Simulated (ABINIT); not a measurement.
# Au (Fm-3m) in ABINIT: a series of runs

One crystal, Au, is run at these levels: BLYP+D3, revPBE+D3, PBE; tasks: equation of state.

Program: ABINIT 10.8.3 (patched build). These are calculated values, not measurements. Logs are shortened: lines on timing, memory, paths and dates and some standing lists are left out, and cuts for length are marked. The log counts tension as positive stress, the text compression.

**What was measured.**

From “Exploring toroidal anvil profiles for larger sample volumes above 4 Mbar”, 2024, pmc:11102561, for a bulk crystal of Au: bulk modulus 167 GPa.

The results are compared with them further down.

## 1. Starting point

It takes space group Fm-3m (No. 225, cubic). Conventional cell: a = 4.070 Å, b = 4.070 Å, c = 4.070 Å, α = 90.00°, β = 90.00°, γ = 90.00°. Around Au (site symmetry m-3m) lie 12 Au at 2.88 Å.

## 2. Equation of state, BLYP+D3

The input, run.abi:

```
# Datasets: one volume each
ndtset 7
getwfk -1
scalecart1 3*0.9795861087
scalecart2 3*0.9864848297
scalecart3 3*0.9932883884
scalecart4 3*1.0000000000
scalecart5 3*1.0066227096
scalecart6 3*1.0131594038
scalecart7 3*1.0196128224

# Pseudopotentials
pp_dirpath "./"
pseudos "Au.GGA_PBE-JTH.xml"

# Structure
acell 2.8779245994 2.8779245994 2.8779245994 Angstrom
rprim
     0.0000000000     0.7071067812     0.7071067812
     0.7071067812     0.0000000000     0.7071067812
     0.7071067812     0.7071067812     0.0000000000
ntypat 1
znucl 79
natom 1
typat 1
xred
     0.0000000000     0.0000000000     0.0000000000

# Plane-wave basis
ecut 25.0
pawecutdg 47.0

# k points
kptopt 1
ngkpt 11 11 11
nshiftk 1
shiftk 0.0 0.0 0.0

# Exchange and correlation
ixc -106131
vdw_xc 6

# Bands and occupations
nband 10
occopt 3
tsmear 0.05 eV

# SCF cycle
nstep 100
tolvrs 1.0e-9

# Output
iomode 3
prtwf 1
prtden 0
prteig 0
prtebands 0
enunit 2
```

Potentials or basis: JTH PAW PBE v2.0.

Started as:

```
$ abinit run.abi > log 2>&1
```

run.abo:

```text
.Version 10.8.3 of ABINIT
 DATASET    1 : space group Fm -3 m (#225); Bravais cF (face-center cubic)
================================================================================
 Values of the parameters that define the memory need for DATASET  1.
     intxc =       0    ionmov =       0      iscf =      17    lmnmax =      18
     lnmax =       6     mgfft =      24  mpssoang =       3    mqgrid =    3001
     natom =       1  nloc_mem =       2    nspden =       1   nspinor =       1
    nsppol =       1      nsym =      48    n1xccc =       1    ntypat =       1
    occopt =       3   xclevel =       2
       mpw =         649          nfft =       13824          nkpt =          56
 PAW method is used; the additional fine FFT grid is defined by:
   mgfftf=        36    nfftf =     46656
================================================================================
================================================================================
[... 71 lines left out ...]
 DATASET    7 : space group Fm -3 m (#225); Bravais cF (face-center cubic)
================================================================================
 Values of the parameters that define the memory need for DATASET  7.
     intxc =       0    ionmov =       0      iscf =      17    lmnmax =      18
     lnmax =       6     mgfft =      27  mpssoang =       3    mqgrid =    3001
     natom =       1  nloc_mem =       2    nspden =       1   nspinor =       1
    nsppol =       1      nsym =      48    n1xccc =       1    ntypat =       1
    occopt =       3   xclevel =       2
       mpw =         736          nfft =       19683          nkpt =          56
 PAW method is used; the additional fine FFT grid is defined by:
   mgfftf=        36    nfftf =     46656
================================================================================
================================================================================

--------------------------------------------------------------------------------
------------- Echo of variables that govern the present computation ------------
--------------------------------------------------------------------------------
 -outvars: echo values of preprocessed input variables --------
            acell      5.4384893039E+00  5.4384893039E+00  5.4384893039E+00 Bohr
              amu      1.96966540E+02
             ecut      2.50000000E+01 Hartree
           enunit           2
           getwfk          -1
                       outvar_i_n : Printing only first  50 k-points.
              ixc     -106131
           jdtset        1    2    3    4    5    6    7
                       outvar_i_n : Printing only first  50 k-points.
         kptrlatt       11    0    0      0   11    0      0    0   11
          kptrlen1     5.86021543E+01
          kptrlen2     5.90148591E+01
          kptrlen3     5.94218710E+01
          kptrlen4     5.98233823E+01
          kptrlen5     6.02195752E+01
          kptrlen6     6.06106224E+01
          kptrlen7     6.09966877E+01
            natom           1
            nband          10
           ndtset           7
            ngfft1         24      24      24
            ngfft2         27      27      27
            ngfft3         27      27      27
            ngfft4         27      27      27
            ngfft5         27      27      27
            ngfft6         27      27      27
            ngfft7         27      27      27
          ngfftdg          36      36      36
             nkpt          56
            nstep         100
             nsym          48
           ntypat           1
                       prtocc : prtvol=0, do not print more k-points.
           occopt           3
        pawecutdg      4.70000000E+01 Hartree
         pawxcdev           0
           prtden           0
        prtebands           0
           prteig           0
            rprim1     0.0000000000E+00  6.9267198023E-01  6.9267198023E-01
                       6.9267198023E-01  0.0000000000E+00  6.9267198023E-01
                       6.9267198023E-01  6.9267198023E-01  0.0000000000E+00
            rprim2     0.0000000000E+00  6.9755011263E-01  6.9755011263E-01
                       6.9755011263E-01  0.0000000000E+00  6.9755011263E-01
                       6.9755011263E-01  6.9755011263E-01  0.0000000000E+00
            rprim3     0.0000000000E+00  7.0236095512E-01  7.0236095512E-01
                       7.0236095512E-01  0.0000000000E+00  7.0236095512E-01
                       7.0236095512E-01  7.0236095512E-01  0.0000000000E+00
            rprim4     0.0000000000E+00  7.0710678120E-01  7.0710678120E-01
                       7.0710678120E-01  0.0000000000E+00  7.0710678120E-01
                       7.0710678120E-01  7.0710678120E-01  0.0000000000E+00
            rprim5     0.0000000000E+00  7.1178974407E-01  7.1178974407E-01
                       7.1178974407E-01  0.0000000000E+00  7.1178974407E-01
                       7.1178974407E-01  7.1178974407E-01  0.0000000000E+00
            rprim6     0.0000000000E+00  7.1641188486E-01  7.1641188486E-01
                       7.1641188486E-01  0.0000000000E+00  7.1641188486E-01
                       7.1641188486E-01  7.1641188486E-01  0.0000000000E+00
            rprim7     0.0000000000E+00  7.2097514092E-01  7.2097514092E-01
                       7.2097514092E-01  0.0000000000E+00  7.2097514092E-01
                       7.2097514092E-01  7.2097514092E-01  0.0000000000E+00
          spgroup         225
           tolvrs      1.00000000E-09
           tsmear      1.83746611E-03 Hartree
            typat      1
           useylm           1
           vdw_xc           6
                       outvars : Printing only first  50 k-points.
            znucl       79.00000

================================================================================

 chkinp: Checking input parameters for consistency, jdtset=   1.

 chkinp: Checking input parameters for consistency, jdtset=   2.

 chkinp: Checking input parameters for consistency, jdtset=   3.

 chkinp: Checking input parameters for consistency, jdtset=   4.
[... 27 lines left out ...]
 getcut: wavevector=  0.0000  0.0000  0.0000  ngfft=  24  24  24
         ecut(hartree)=     25.000   => boxcut(ratio)=   2.00150

 Fine grid specifications (used for densities):

 getcut: wavevector=  0.0000  0.0000  0.0000  ngfft=  36  36  36
         ecut(hartree)=     47.000   => boxcut(ratio)=   2.18961

--- Pseudopotential description ------------------------------------------------
- pspini: atom type   1  psp file is ./Au.GGA_PBE-JTH.xml
 Pseudopotential format is: paw10
 basis_size (lnmax)=  6 (lmn_size= 18), orbitals=   0   0   1   1   2   2
 Spheres core radius: rc_sph= 2.50869560
 Shapefunction is SIN type: shapef(r)=[sin(pi*r/rshp)/(pi*r/rshp)]**2
 Radius for shape functions =  2.26305713
 Compensation charge density is not taken into account in XC energy/potential

   3.87212569E+02                                ecore*ucvol(ha*bohr**3)
--------------------------------------------------------------------------------

[... 7 lines left out ...]

     iter   Etot(hartree)      deltaE(h)  residm     nres2
 ETOT  1  -33.892593851705    -3.389E+01 8.575E-01 1.819E+01
 ETOT  2  -34.163743704939    -2.711E-01 9.984E-02 2.059E+01
 ETOT  3  -34.106929490818     5.681E-02 1.670E-02 4.706E+00
 ETOT  4  -34.104758421037     2.171E-03 4.883E-03 1.141E+00
 ETOT  5  -34.104645369803     1.131E-04 2.671E-03 8.396E-01
 ETOT  6  -34.102699860732     1.946E-03 1.644E-03 1.725E-01
 ETOT  7  -34.102676780730     2.308E-05 1.341E-03 3.312E-02
 ETOT  8  -34.102681443168    -4.662E-06 1.171E-03 8.028E-03
 ETOT  9  -34.102681486343    -4.318E-08 9.033E-04 2.454E-03
 ETOT 10  -34.102686779208    -5.293E-06 7.609E-04 1.397E-02
 ETOT 11  -34.102679709730     7.069E-06 5.561E-04 5.288E-05
[... 1242 lines left out ...]
 Cartesian components of stress tensor (hartree/bohr^3)
  sigma(1 1)= -4.06812831E-05  sigma(3 2)=  0.00000000E+00
  sigma(2 2)= -4.06812831E-05  sigma(3 1)=  0.00000000E+00
  sigma(3 3)= -4.06812831E-05  sigma(2 1)=  0.00000000E+00

-Cartesian components of stress tensor (GPa)         [Pressure=  1.1969E+00 GPa]
- sigma(1 1)= -1.19688467E+00  sigma(3 2)=  0.00000000E+00
- sigma(2 2)= -1.19688467E+00  sigma(3 1)=  0.00000000E+00
- sigma(3 3)= -1.19688467E+00  sigma(2 1)=  0.00000000E+00

== END DATASET(S) ==============================================================
================================================================================

 -outvars: echo values of variables after computation  --------
            acell      5.4384893039E+00  5.4384893039E+00  5.4384893039E+00 Bohr
           etotal1    -3.4102680260E+01
           etotal2    -3.4104206793E+01
           etotal3    -3.4105379612E+01
           etotal4    -3.4106246569E+01
           etotal5    -3.4106850127E+01
           etotal6    -3.4107227654E+01
           etotal7    -3.4107409444E+01
            fcart1    -0.0000000000E+00 -0.0000000000E+00 -0.0000000000E+00
            fcart2    -0.0000000000E+00 -0.0000000000E+00 -0.0000000000E+00
            fcart3    -0.0000000000E+00 -0.0000000000E+00 -0.0000000000E+00
            fcart4    -0.0000000000E+00 -0.0000000000E+00 -0.0000000000E+00
            fcart5    -0.0000000000E+00 -0.0000000000E+00 -0.0000000000E+00
            fcart6    -0.0000000000E+00 -0.0000000000E+00 -0.0000000000E+00
            fcart7    -0.0000000000E+00 -0.0000000000E+00 -0.0000000000E+00
            rprim1     0.0000000000E+00  6.9267198023E-01  6.9267198023E-01
                       6.9267198023E-01  0.0000000000E+00  6.9267198023E-01
                       6.9267198023E-01  6.9267198023E-01  0.0000000000E+00
            rprim2     0.0000000000E+00  6.9755011263E-01  6.9755011263E-01
                       6.9755011263E-01  0.0000000000E+00  6.9755011263E-01
                       6.9755011263E-01  6.9755011263E-01  0.0000000000E+00
            rprim3     0.0000000000E+00  7.0236095512E-01  7.0236095512E-01
                       7.0236095512E-01  0.0000000000E+00  7.0236095512E-01
[... 9 lines left out ...]
                       7.1641188486E-01  7.1641188486E-01  0.0000000000E+00
            rprim7     0.0000000000E+00  7.2097514092E-01  7.2097514092E-01
                       7.2097514092E-01  0.0000000000E+00  7.2097514092E-01
                       7.2097514092E-01  7.2097514092E-01  0.0000000000E+00
           strten1    -7.5500251873E-04 -7.5500251873E-04 -7.5500251873E-04
                       0.0000000000E+00  0.0000000000E+00  0.0000000000E+00
           strten2    -5.8912223458E-04 -5.8912223458E-04 -5.8912223458E-04
                       0.0000000000E+00  0.0000000000E+00  0.0000000000E+00
           strten3    -4.4436327785E-04 -4.4436327785E-04 -4.4436327785E-04
                       0.0000000000E+00  0.0000000000E+00  0.0000000000E+00
           strten4    -3.1970229813E-04 -3.1970229813E-04 -3.1970229813E-04
                       0.0000000000E+00  0.0000000000E+00  0.0000000000E+00
           strten5    -2.1275561359E-04 -2.1275561359E-04 -2.1275561359E-04
                       0.0000000000E+00  0.0000000000E+00  0.0000000000E+00
           strten6    -1.2030768081E-04 -1.2030768081E-04 -1.2030768081E-04
                       0.0000000000E+00  0.0000000000E+00  0.0000000000E+00
           strten7    -4.0681283106E-05 -4.0681283106E-05 -4.0681283106E-05
                       0.0000000000E+00  0.0000000000E+00  0.0000000000E+00
 Calculation completed.
```

Run time: 2.1 min. Hardware: 1 thread of Arm Neoverse V1, shared host; peak memory 0.15 GiB.

Results:

* Equilibrium volume: 18.07 Å³/atom (rough: see the caveat)
* Bulk modulus: 105 GPa (rough)

Energy against volume, from the lowest point:
```tsv
volume (Å³/atom)	energy (meV/atom)
15.843	128.69
16.181	87.15
16.518	55.23
16.855	31.64
17.192	15.22
17.529	4.95
17.866	0.00
```

Caveat: pressures at fixed basis lie under the slope of the energies; the fit is doubtful: noisy points or a state that changes with volume; the minimum lies outside the volumes run; the PAW data sets were made with another functional, which shifts forces and pressure a little.

[end of part 1 of 2]
